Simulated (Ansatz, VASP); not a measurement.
# Na: VASP beside Ansatz

INCAR

```
ALGO     = Normal         # electronic algorithm
EDIFF    = 1E-6           # SCF threshold, eV
ENCUT    = 520            # plane-wave cutoff, eV
ISIF     = 2              # what is computed and relaxed
ISMEAR   = -1             # smearing method
LASPH    = True           # aspherical terms in the spheres
LCHARG   = False          # write CHGCAR
LREAL    = False          # projectors in reciprocal space
LWAVE    = False          # write WAVECAR
NBANDS   = 10             # bands
NELM     = 100            # most SCF steps
PREC     = Accurate       # precision mode
SIGMA    = 0.1            # smearing width, eV
```

File KPOINTS:

```
k-points
0
Gamma
  3 3 3
```

POSCAR

```
Na
1.0
   -2.0287155323      2.0287155323      2.0287155323
    2.0287155323     -2.0287155323      2.0287155323
    2.0287155323      2.0287155323     -2.0287155323
Na
1
Direct
    0.0000000000      0.0000000000      0.0000000000
```

Input for Ansatz:

```yaml
crystal:
  lattice:
    - [-2.0287155323, 2.0287155323, 2.0287155323]
    - [2.0287155323, -2.0287155323, 2.0287155323]
    - [2.0287155323, 2.0287155323, -2.0287155323]
  atoms:
    - { symbol: Na, position: [0.0, 0.0, 0.0] }
hamiltonian:
  xc: lda
  pseudopotentials:
    kind: paw
    azcp:
      Na: "pseudopotentials/Na.paw.azcp"
basis:
  ecutwfc: 420
  fft_grid_basis: typed
kpoints:
  mp_grid: { grid: [3, 3, 3], shift: [0, 0, 0] }
magnetization:
  spin_polarized: false
scf:
  occupations: { method: fermi_dirac, width: 0.1 }
  lower_state_search: "off"
output:
  stress: true
  write_density: true
  write_potential: true
  elf: true
  volumetric_format: npy
```

Alike in both runs: task single point; functional LDA; k mesh 3 × 3 × 3; occupations fermi-dirac, width 0.1 eV; no spin polarisation.

```csv
,VASP,Ansatz
version,VASP 6.6.1,Ansatz 0.2.0
potentials or method,"VASP PAW LDA potentials, release 64 (Na_pv)","plane waves (420 eV) with PAW, scalar-relativistic"
plane-wave cutoff (eV),520,420
valence electrons in the cell,7,9
```

```csv
,VASP,Ansatz,Ansatz less VASP
pressure (GPa),-0.5,-0.5,+0.04
```

The two sets of potentials don't hold the same shells in valence. Ansatz warned: «pseudo_functional_mismatch».

Caveats: the k mesh is coarse (spacing up to 0.73 Å⁻¹), so the values aren't converged.
